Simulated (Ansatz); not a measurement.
**Residual resistivity of an alloy: Ta(100) with 4 layers of random Ta-Rh, 2x2**

Wanted: resistance against the alloy's length, first Ta(100) with 4 layers of random Ta-Rh, 2x2.

Program: Ansatz 0.2.0. Level of theory: Ansatz plane-wave DFT, PBE, PAW files; ballistic transport by layer matching (Landauer), zero bias; PAW set soft_1. Results are calculated unless marked as measured.

### Step 1. Set-up

The cell holds 56 atoms: 54 Ta and 2 Rh. Its edges and angles: a = 6.605 Å, b = 6.605 Å, c = 23.118 Å, α = 90.0°, β = 90.0°, γ = 90.0°. It derives from Ta. Regions: lead, 40 atoms (40 Ta); scattering region, 16 atoms (14 Ta and 2 Rh). The structure is stacked along c, and the current runs across the ab planes.

### Step 2. With 4 alloy layers

In 4 layers a share of 0.125 of the sites is given to Rh at random. The layers about the cell's end stay perfect and serve as the lead. Energies from -0.05 to 0.05 eV in steps of 0.05 eV are too few for the program's thermal sum, so it prints no conductance; for a metal the transmission near the Fermi level serves, at a fraction of the cost.

File input.yaml:

```yaml
crystal:
  lattice:
    - [6.60512, 0.0, 0.0]
    - [0.0, 6.60512, 0.0]
    - [0.0, 0.0, 23.11792]
  atoms:
    - { symbol: Ta, position: [0.0, 0.0, 0.0357142857] }
    - { symbol: Ta, position: [0.0, 0.5, 0.0357142857] }
    - { symbol: Ta, position: [0.5, 0.0, 0.0357142857] }
    - { symbol: Ta, position: [0.5, 0.5, 0.0357142857] }
    - { symbol: Ta, position: [0.25, 0.25, 0.1071428571] }
    - { symbol: Ta, position: [0.25, 0.75, 0.1071428571] }
    - { symbol: Ta, position: [0.75, 0.25, 0.1071428571] }
    - { symbol: Ta, position: [0.75, 0.75, 0.1071428571] }
    - { symbol: Ta, position: [0.0, 0.0, 0.1785714286] }
    - { symbol: Ta, position: [0.0, 0.5, 0.1785714286] }
    - { symbol: Ta, position: [0.5, 0.0, 0.1785714286] }
    - { symbol: Ta, position: [0.5, 0.5, 0.1785714286] }
    - { symbol: Ta, position: [0.25, 0.25, 0.25] }
    - { symbol: Ta, position: [0.25, 0.75, 0.25] }
    - { symbol: Ta, position: [0.75, 0.25, 0.25] }
    - { symbol: Ta, position: [0.75, 0.75, 0.25] }
    - { symbol: Ta, position: [0.0, 0.0, 0.3214285714] }
    - { symbol: Ta, position: [0.0, 0.5, 0.3214285714] }
    - { symbol: Ta, position: [0.5, 0.0, 0.3214285714] }
    - { symbol: Ta, position: [0.5, 0.5, 0.3214285714] }
    - { symbol: Ta, position: [0.25, 0.25, 0.3928571429] }
    - { symbol: Ta, position: [0.25, 0.75, 0.3928571429] }
    - { symbol: Ta, position: [0.75, 0.25, 0.3928571429] }
    - { symbol: Ta, position: [0.75, 0.75, 0.3928571429] }
    - { symbol: Ta, position: [0.0, 0.0, 0.4642857143] }
    - { symbol: Ta, position: [0.0, 0.5, 0.4642857143] }
    - { symbol: Ta, position: [0.5, 0.0, 0.4642857143] }
    - { symbol: Ta, position: [0.5, 0.5, 0.4642857143] }
    - { symbol: Ta, position: [0.25, 0.25, 0.5357142857] }
    - { symbol: Ta, position: [0.25, 0.75, 0.5357142857] }
    - { symbol: Ta, position: [0.75, 0.25, 0.5357142857] }
    - { symbol: Ta, position: [0.75, 0.75, 0.5357142857] }
    - { symbol: Rh, position: [0.0, 0.0, 0.6071428571] }
    - { symbol: Ta, position: [0.0, 0.5, 0.6071428571] }
    - { symbol: Ta, position: [0.5, 0.0, 0.6071428571] }
    - { symbol: Rh, position: [0.5, 0.5, 0.6071428571] }
    - { symbol: Ta, position: [0.25, 0.25, 0.6785714286] }
    - { symbol: Ta, position: [0.25, 0.75, 0.6785714286] }
    - { symbol: Ta, position: [0.75, 0.25, 0.6785714286] }
    - { symbol: Ta, position: [0.75, 0.75, 0.6785714286] }
    - { symbol: Ta, position: [0.0, 0.0, 0.75] }
    - { symbol: Ta, position: [0.0, 0.5, 0.75] }
    - { symbol: Ta, position: [0.5, 0.0, 0.75] }
    - { symbol: Ta, position: [0.5, 0.5, 0.75] }
    - { symbol: Ta, position: [0.25, 0.25, 0.8214285714] }
    - { symbol: Ta, position: [0.25, 0.75, 0.8214285714] }
    - { symbol: Ta, position: [0.75, 0.25, 0.8214285714] }
    - { symbol: Ta, position: [0.75, 0.75, 0.8214285714] }
    - { symbol: Ta, position: [0.0, 0.0, 0.8928571429] }
    - { symbol: Ta, position: [0.0, 0.5, 0.8928571429] }
    - { symbol: Ta, position: [0.5, 0.0, 0.8928571429] }
    - { symbol: Ta, position: [0.5, 0.5, 0.8928571429] }
    - { symbol: Ta, position: [0.25, 0.25, 0.9642857143] }
    - { symbol: Ta, position: [0.25, 0.75, 0.9642857143] }
    - { symbol: Ta, position: [0.75, 0.25, 0.9642857143] }
    - { symbol: Ta, position: [0.75, 0.75, 0.9642857143] }
kpoints:
  mp_grid: { grid: [4, 4, 1] }
hamiltonian:
  xc: pbe
  pseudopotentials: { kind: paw, azcp: { folder: soft_1 } }
scf:
  occupations: { method: fermi_dirac, width: 0.1 }
output:
  transmission: { leads: [[0, 4]], kmesh: [8, 8], e_range: [-0.05, 0.05], de: 0.05 }
  write_potential: true
  write_density: true
  volumetric_format: npy
```

Started as:

```
ansatz run input.yaml --threads 4 --pin off --max-ram 15360MiB --backend cpu --events-out ev --progress --plain --runs-dir out
```

Numbers of over 12 decimals in the logs are rounded to 6 here.

The program printed:

```text
Engine: ansatz 0.2.0, aarch64-unknown-linux-gnu
Pseudopotentials: kind: paw
Pseudopotential: Ta, paw, valence charge 13, recommended cutoff 420 eV (normal), soft_1/Ta.paw.azcp
Pseudopotential: Rh, paw, valence charge 17, recommended cutoff 420 eV (normal), soft_1/Rh.paw.azcp
Functional definition: PBE
  parameter kappa = 0.804
  parameter beta = 0.066725
  exchange = pbe_x(kappa = kappa, mu = beta*pi^2/3)
  correlation = pbe_c(beta = beta)
Crystal: 56 atoms, lattice volume = 1008.580 Å³
Basis set: ecut = 420 eV, 19677 PW (Γ)
Bands: 442, of which v1, the nominal top of the filled ones, is band 368 counted from 1 (367 counted from 0)
Symmetry: 32 space group operations
Space group: P4/mmm (ITA 123), of the structure as read, at distance tolerance 1.0e-4 Å
k-points: 6 of 16
Non-local potential: Ta, projectors of the file, l = 0: 3, l = 1: 2, l = 2: 2, l = 3: 1
Non-local potential: Rh, projectors of the file, l = 0: 3, l = 1: 2, l = 2: 2, l = 3: 1
PAW form: soft (Blöchl's): semilocal exchange-correlation on the pseudo side does not see the compensation charge
PAW one-centre angular grid: Ta, 590 points (default); XC on 64 Gauss nodes
PAW one-centre angular grid: Rh, 590 points (default); XC on 64 Gauss nodes
Initial density: superposition of atomic densities (chi_scale 0.1, normalization cell, long waves of neutral atoms (reshape's long-wave potential 3.85 eV rms, cloud 3.12 Å wide))
Initial wavefunctions: pseudopotential atomic-orbital guess
Functional: x = pbe(κ = 0.804, μ = 0.219515), c = pbe(β = 0.066725)
SCF iter   1: F=—  HF=-549286.993305 eV  |F-HF|=—  |Δ(HF+E_count)|=         —  Δρ=1.68e-1  dr2=2.54e3  ethr=3.10e-3  ⟨swp⟩=7.2  Hψ=9938  notcnv=0  defer=4
preconditioner: auto → Kerker (q_TF=auto, 2.589 Å⁻¹)  [metal: Δε(μ)=0.007 eV  Ē_g=4.507 eV  σ=0.100 eV  W_gap=0.02  n_scr=294 (ndim 8)  ℏωp=19.8 eV  f_vac=0.000  D(μ)=53.53/eV (n_scr^D=522)]
SCF iter   2: F=—  HF=-549214.556512 eV  |F-HF|=—  |Δ(HF+E_count)|=    7.24e1  Δρ=7.30e-2  dr2=9.75e1  ethr=3.10e-3  ⟨swp⟩=7.8  Hψ=14652  notcnv=0  defer=110
SCF iter   3: F=—  HF=-549205.517290 eV  |F-HF|=—  |Δ(HF+E_count)|=    9.04e0  Δρ=2.42e-2  dr2=2.32e1  ethr=3.10e-3  ⟨swp⟩=4.0  Hψ=6051  notcnv=0  defer=97
SCF iter   4: F=—  HF=-549204.194522 eV  |F-HF|=—  |Δ(HF+E_count)|=    1.32e0  Δρ=9.85e-3  dr2=5.95e0  ethr=3.10e-3  ⟨swp⟩=2.8  Hψ=3526  notcnv=0  defer=81
SCF iter   5: F=—  HF=-549203.928911 eV  |F-HF|=—  |Δ(HF+E_count)|=   2.66e-1  Δρ=2.64e-3  dr2=8.62e-1  ethr=8.09e-4  ⟨swp⟩=2.7  Hψ=3299  notcnv=0  defer=85
SCF iter   6: F=—  HF=-549203.906666 eV  |F-HF|=—  |Δ(HF+E_count)|=   2.22e-2  Δρ=8.38e-4  dr2=9.12e-2  ethr=1.17e-4  ⟨swp⟩=2.0  Hψ=2755  notcnv=0  defer=79
SCF iter   7: F=—  HF=-549203.903756 eV  |F-HF|=—  |Δ(HF+E_count)|=   2.91e-3  Δρ=2.11e-4  dr2=5.08e-3  ethr=1.24e-5  ⟨swp⟩=1.3  Hψ=2575  notcnv=0  defer=79
SCF iter   8: F=—  HF=-549203.903578 eV  |F-HF|=—  |Δ(HF+E_count)|=   1.78e-4  Δρ=6.14e-5  dr2=1.49e-4  ethr=6.90e-7  ⟨swp⟩=2.0  Hψ=3337  notcnv=0  defer=79
SCF iter   9: F=—  HF=-549203.903581 eV  |F-HF|=—  |Δ(HF+E_count)|=   3.09e-6  Δρ=2.04e-5  dr2=2.83e-5  ethr=2.03e-8  ⟨swp⟩=2.0  Hψ=3824  notcnv=0  defer=79
SCF iter  10: F=—  HF=-549203.902903 eV  |F-HF|=—  |Δ(HF+E_count)|=   6.78e-4  Δρ=2.37e-6  dr2=3.15e-7  ethr=3.85e-9  ⟨swp⟩=2.0  Hψ=4593  notcnv=0  defer=79
SCF iter  11: F=-549203.902903 eV  HF=-549203.902903 eV  |F-HF|=1.18e-8  |Δ(HF+E_count)|=   8.61e-9  Δρ=5.44e-7  dr2=1.26e-8  ethr=1.36e-11  ⟨swp⟩=15.0  Hψ=9147  notcnv=0
SCF 1 converged in 11 iterations: F = -549203.902903 eV  dr2 = 1.26e-8
  greatest PAW one-centre occupation: 1.000 electrons in one spin orbital (limit 2), on the Rh atom at site 35 (counted from 0), in its partial waves of l = 0
transmission: 63 of 630 steps passed
transmission: 126 of 630 steps passed
[...]
transmission: 630 of 630 steps passed
SCF converged after 11 iterations
Free energy (F): -549203.902903 eV
Harris-Foulkes:  -549203.902903 eV  (|F-HF|=1.18e-8)
Internal energy: -549201.756885 eV  (E = F + TS)
E sigma→0 (E₀):  -549202.829894 eV
Entropy (-TS):   -2.146018 eV (-38.322 meV/atom)
Fermi energy:    18.475784 eV
--- Per-component energies (eV) ---
  E_band       = -6031.981464
  E_kinetic    = 22308.844485
  E_local      = -33787.532967  (includes V_loc(G=0)·N_el)
  E_nonlocal   = -0.587387
  E_hartree    = 12353.478671
  E_xc         = -17748.058774
  E_vxc        = -13118.842203  (∫ρ·V_xc dr)
  E_paw        = -455655.530650  (= ΣΔE_a)
  E_vpaw       = -6140.830985  (= ΣTr[D̂ρ^β])
  E_aug_tail   = 0.005524  (compensation charges beyond the density's cutoff)
  E_ewald      = -76672.375787
  E_smearing   = -2.146018  (= −TS)
  E_closure    = 0.000000  (closes the sum)
  Σ components = -549203.902903   (vs F -549203.902903, Δ=0.00e0)
--- Band table (eV; the first three rows and the last of 6) ---
  k-point 0: bands = [... 364 lower, 19.1350, 19.1350, 19.1366, 19.1366, 19.1836, 19.1836, 19.2342, 19.2679, ... 70 higher]
  k-point 1: bands = [... 364 lower, 18.7625, 18.7661, 18.8108, 18.8221, 18.8409, 18.8589, 18.8875, 18.9749, ... 70 higher]
  k-point 2: bands = [... 364 lower, 18.3258, 18.3258, 18.4249, 18.4249, 18.4362, 18.4362, 18.4726, 18.4726, ... 70 higher]
  k-point 5: bands = [... 364 lower, 17.8531, 17.8531, 17.8685, 17.8685, 17.8898, 17.8898, 17.8993, 17.8993, ... 70 higher]
--- Transmission ---
  basis      : 377 plane waves across, 42 finite elements along
  points     : 15, standing for a mesh of 8 x 8
  energies   : 3 from -0.050000 to 0.050000 eV about the Fermi level, 0.050000 eV apart; the leads are filled to 0.000000 eV, and channels, transmission and decay are at 0.000000 eV
  crystal 0  : Ta4, at the sites [0, 4], period 1.6513 Å, over 21.47 Å; its Hamiltonian steps by up to 8.8 meV
    offset         : up to 0.0000 Å between an atom of the period and one for which it stands
    channels       : 1.048438e1 a spin
    conductance    : none, the energies end too early or step too widely for 300 K: set another output.transmission.e_range or a lower de, or, where they end at an eighth of basis.ecutwfc, a higher one
  junction   : crystal 0 to crystal 0, 2.60 to 24.07 Å
    transmission   : 5.798451e0 a spin
    conductance    : none, the energies end too early or step too widely for 300 K: set another output.transmission.e_range or a lower de, or, where they end at an eighth of basis.ecutwfc, a higher one
```

Wall time 7.5 min (4 threads of Arm Neoverse V2, shared host); peak memory 8.3 GiB; 26 min of CPU time.

This step gave:

| Quantity | Value |
| --- | --- |
| free energy | -549203.9029 eV |
| energy at zero smearing | -549202.8299 eV |
| Fermi energy | 18.48 eV |
| cell area | 43.63 Å² |
| transmission per spin nearest the Fermi level | 5.798 |
| open channels per spin nearest the Fermi level | 10.48 |
| step of the lead's potential | 8.8 meV |

Per spin. Table of transmission, zone mean by energy, zero at the Fermi level:

| energy (eV) | transmission, zone mean |
| --- | --- |
| -0.0500 | 6.04 |
| 0.0000 | 5.80 |
| 0.0500 | 5.48 |

Per spin. Table of open channels, zone mean, lead by energy, zero at the Fermi level:

| energy (eV) | open channels, zone mean, lead |
| --- | --- |
| -0.0500 | 10.3 |
| 0.0000 | 10.5 |
| 0.0500 | 9.86 |

Transmission over k1 and k2. At 0.0000 eV from the Fermi level.

Ten even steps from '_' (3.00) to '@' (7.44):
```
..__==##@@##==__
__==**@@@@@@**==
**##@@@@@@@@@@##
##@@@@@@@@@@@@@@
**##@@@@@@@@@@##
__==**@@@@@@**==
..__==##@@##==__
__..__**##**__..
```
Columns: k1 (b1) from -0.5 to 0.375; rows upwards: k2 (b2) from -0.5 to 0.375.

Open channels over k1 and k2. At 0.0000 eV from the Fermi level.

Ten even steps from '_' (4.0) to '@' (14.0):
```
::__++%%%%%%++__
==++@@@@@@@@@@++
**%%@@######@@%%
**%%@@######@@%%
**%%@@######@@%%
==++@@@@@@@@@@++
::__++%%%%%%++__
__::==******==::
```
Columns: k1 (b1) from -0.5 to 0.375; rows upwards: k2 (b2) from -0.5 to 0.375.

Over the solved energies the transmission per spin lies between 5.48 and 6.04, out of 10.2 channels of the lead on average (up to 10.5).

### Step 3. With 8 alloy layers

In 8 layers a share of 0.125 of the sites is given to Rh at random. A fresh draw is used; the growth of the resistance with length is what counts.

System of this step: Ta(100) with 8 layers of random Ta-Rh, 2x2. The cell holds 72 atoms: 68 Ta and 4 Rh. Its edges and angles: a = 6.605 Å, b = 6.605 Å, c = 29.723 Å, α = 90.0°, β = 90.0°, γ = 90.0°. It derives from Ta. Regions: lead, 40 atoms (40 Ta); scattering region, 32 atoms (28 Ta and 4 Rh). The structure is stacked along c, and the current runs across the ab planes.

File input.yaml:

```yaml
crystal:
  lattice:
    - [6.60512, 0.0, 0.0]
    - [0.0, 6.60512, 0.0]
    - [0.0, 0.0, 29.72304]
  atoms:
    - { symbol: Ta, position: [0.0, 0.0, 0.0277777778] }
    - { symbol: Ta, position: [0.0, 0.5, 0.0277777778] }
    - { symbol: Ta, position: [0.5, 0.0, 0.0277777778] }
    - { symbol: Ta, position: [0.5, 0.5, 0.0277777778] }
    - { symbol: Ta, position: [0.25, 0.25, 0.0833333333] }
    - { symbol: Ta, position: [0.25, 0.75, 0.0833333333] }
    - { symbol: Ta, position: [0.75, 0.25, 0.0833333333] }
    - { symbol: Ta, position: [0.75, 0.75, 0.0833333333] }
    - { symbol: Ta, position: [0.0, 0.0, 0.1388888889] }
    - { symbol: Ta, position: [0.0, 0.5, 0.1388888889] }
    - { symbol: Ta, position: [0.5, 0.0, 0.1388888889] }
    - { symbol: Ta, position: [0.5, 0.5, 0.1388888889] }
    - { symbol: Ta, position: [0.25, 0.25, 0.1944444444] }
    - { symbol: Ta, position: [0.25, 0.75, 0.1944444444] }
    - { symbol: Ta, position: [0.75, 0.25, 0.1944444444] }
    - { symbol: Ta, position: [0.75, 0.75, 0.1944444444] }
    - { symbol: Ta, position: [0.0, 0.0, 0.25] }
    - { symbol: Ta, position: [0.0, 0.5, 0.25] }
    - { symbol: Ta, position: [0.5, 0.0, 0.25] }
    - { symbol: Ta, position: [0.5, 0.5, 0.25] }
    - { symbol: Ta, position: [0.25, 0.25, 0.3055555556] }
    - { symbol: Ta, position: [0.25, 0.75, 0.3055555556] }
    - { symbol: Rh, position: [0.75, 0.25, 0.3055555556] }
    - { symbol: Ta, position: [0.75, 0.75, 0.3055555556] }
    - { symbol: Ta, position: [0.0, 0.0, 0.3611111111] }
    - { symbol: Ta, position: [0.0, 0.5, 0.3611111111] }
    - { symbol: Ta, position: [0.5, 0.0, 0.3611111111] }
    - { symbol: Ta, position: [0.5, 0.5, 0.3611111111] }
    - { symbol: Ta, position: [0.25, 0.25, 0.4166666667] }
    - { symbol: Ta, position: [0.25, 0.75, 0.4166666667] }
    - { symbol: Ta, position: [0.75, 0.25, 0.4166666667] }
    - { symbol: Ta, position: [0.75, 0.75, 0.4166666667] }
    - { symbol: Ta, position: [0.0, 0.0, 0.4722222222] }
    - { symbol: Ta, position: [0.0, 0.5, 0.4722222222] }
    - { symbol: Ta, position: [0.5, 0.0, 0.4722222222] }
    - { symbol: Ta, position: [0.5, 0.5, 0.4722222222] }
    - { symbol: Rh, position: [0.25, 0.25, 0.5277777778] }
    - { symbol: Ta, position: [0.25, 0.75, 0.5277777778] }
    - { symbol: Ta, position: [0.75, 0.25, 0.5277777778] }
    - { symbol: Ta, position: [0.75, 0.75, 0.5277777778] }
    - { symbol: Ta, position: [0.0, 0.0, 0.5833333333] }
    - { symbol: Ta, position: [0.0, 0.5, 0.5833333333] }
    - { symbol: Ta, position: [0.5, 0.0, 0.5833333333] }
    - { symbol: Ta, position: [0.5, 0.5, 0.5833333333] }
    - { symbol: Ta, position: [0.25, 0.25, 0.6388888889] }
    - { symbol: Ta, position: [0.25, 0.75, 0.6388888889] }
    - { symbol: Rh, position: [0.75, 0.25, 0.6388888889] }
    - { symbol: Ta, position: [0.75, 0.75, 0.6388888889] }
    - { symbol: Ta, position: [0.0, 0.0, 0.6944444444] }
    - { symbol: Ta, position: [0.0, 0.5, 0.6944444444] }
    - { symbol: Ta, position: [0.5, 0.0, 0.6944444444] }
    - { symbol: Rh, position: [0.5, 0.5, 0.6944444444] }
    - { symbol: Ta, position: [0.25, 0.25, 0.75] }
    - { symbol: Ta, position: [0.25, 0.75, 0.75] }
    - { symbol: Ta, position: [0.75, 0.25, 0.75] }
    - { symbol: Ta, position: [0.75, 0.75, 0.75] }
    - { symbol: Ta, position: [0.0, 0.0, 0.8055555556] }
    - { symbol: Ta, position: [0.0, 0.5, 0.8055555556] }
    - { symbol: Ta, position: [0.5, 0.0, 0.8055555556] }
    - { symbol: Ta, position: [0.5, 0.5, 0.8055555556] }
    - { symbol: Ta, position: [0.25, 0.25, 0.8611111111] }
    - { symbol: Ta, position: [0.25, 0.75, 0.8611111111] }
    - { symbol: Ta, position: [0.75, 0.25, 0.8611111111] }
    - { symbol: Ta, position: [0.75, 0.75, 0.8611111111] }
    - { symbol: Ta, position: [0.0, 0.0, 0.9166666667] }
    - { symbol: Ta, position: [0.0, 0.5, 0.9166666667] }
    - { symbol: Ta, position: [0.5, 0.0, 0.9166666667] }
    - { symbol: Ta, position: [0.5, 0.5, 0.9166666667] }
    - { symbol: Ta, position: [0.25, 0.25, 0.9722222222] }
    - { symbol: Ta, position: [0.25, 0.75, 0.9722222222] }
    - { symbol: Ta, position: [0.75, 0.25, 0.9722222222] }
    - { symbol: Ta, position: [0.75, 0.75, 0.9722222222] }
kpoints:
  mp_grid: { grid: [4, 4, 1] }
hamiltonian:
  xc: pbe
  pseudopotentials: { kind: paw, azcp: { folder: soft_1 } }
scf:
  occupations: { method: fermi_dirac, width: 0.1 }
output:
  transmission: { leads: [[0, 4]], kmesh: [8, 8], e_range: [-0.05, 0.05], de: 0.05 }
  write_potential: true
  write_density: true
  volumetric_format: npy
```

The program printed:

```text
[...]
Crystal: 72 atoms, lattice volume = 1296.745 Å³
Basis set: ecut = 420 eV, 25307 PW (Γ)
Bands: 572, of which v1, the nominal top of the filled ones, is band 476 counted from 1 (475 counted from 0)
Symmetry: 1 space group operations
[...]
k-points: 10 of 16 (time reversal used)
[...]
SCF iter   1: F=—  HF=-701235.028780 eV  |F-HF|=—  |Δ(HF+E_count)|=         —  Δρ=2.05e-1  dr2=3.85e3  ethr=3.10e-3  ⟨swp⟩=6.3  Hψ=20294  notcnv=0  defer=6
[...]
SCF iter  13: F=-701077.453417 eV  HF=-701077.453417 eV  |F-HF|=1.92e-8  |Δ(HF+E_count)|=   3.49e-8  Δρ=8.67e-7  dr2=2.12e-8  ethr=1.05e-11  ⟨swp⟩=16.7  Hψ=22517  notcnv=0
SCF 1 converged in 13 iterations: F = -701077.453417 eV  dr2 = 2.12e-8
[...]
transmission: 189 of 1836 steps passed
transmission: 369 of 1836 steps passed
[...]
transmission: 1836 of 1836 steps passed
SCF converged after 13 iterations
Free energy (F): -701077.453417 eV
[...]
Internal energy: -701074.764945 eV  (E = F + TS)
E sigma→0 (E₀):  -701076.109181 eV
Entropy (-TS):   -2.688472 eV (-37.340 meV/atom)
Fermi energy:    18.449236 eV
[...]
--- Band table (eV; the first three rows and the last of 10) ---
  k-point 0: bands = [... 472 lower, 19.0456, 19.0659, 19.0669, 19.0995, 19.1048, 19.1108, 19.1405, 19.1421, ... 92 higher]
  k-point 1: bands = [... 472 lower, 18.6755, 18.7261, 18.7405, 18.7514, 18.7873, 18.8143, 18.8516, 18.8658, ... 92 higher]
  k-point 2: bands = [... 472 lower, 18.3230, 18.3385, 18.3939, 18.3999, 18.4176, 18.4442, 18.4815, 18.4985, ... 92 higher]
  k-point 9: bands = [... 472 lower, 17.8047, 17.8067, 17.8139, 17.8215, 17.8287, 17.8371, 17.8416, 17.8734, ... 92 higher]
--- Transmission ---
  basis      : 377 plane waves across, 54 finite elements along
  points     : 34, standing for a mesh of 8 x 8
[...]
channels       : 1.048438e1 a spin
[...]
junction   : crystal 0 to crystal 0, 0.70 to 28.77 Å
    transmission   : 4.387073e0 a spin
[...]
```

The job ended after 30 min (4 threads; peak memory 8.5 GiB; 1.7 h of CPU time).

Numbers from this step:

```yaml
free_energy: -701077.4534 eV
energy_at_zero_smearing: -701076.1092 eV
fermi_energy: 18.45 eV
transmission_per_spin_nearest_the_fermi_level: 4.387
step_of_the_lead_s_potential: 16.1 meV
```

Per spin. Transmission, zone mean against energy, zero at the Fermi level:

| energy (eV) | transmission, zone mean |
| --- | --- |
| -0.0500 | 4.49 |
| 0.0000 | 4.39 |
| 0.0500 | 4.25 |

Over the solved energies the transmission per spin lies between 4.25 and 4.49, out of 10.3 channels of the lead on average (up to 10.5).

[end of part 1 of 2]

[Logs are printed without paths, hosts, clocks, repeated set-up lines and the standing remarks that a program may print on its own settings, such as how far it seeks lower states.]

[Hosts, paths, dates, database ids (printed as entryN), source tags and the programs' standing remarks are cut or masked in the printed files.]
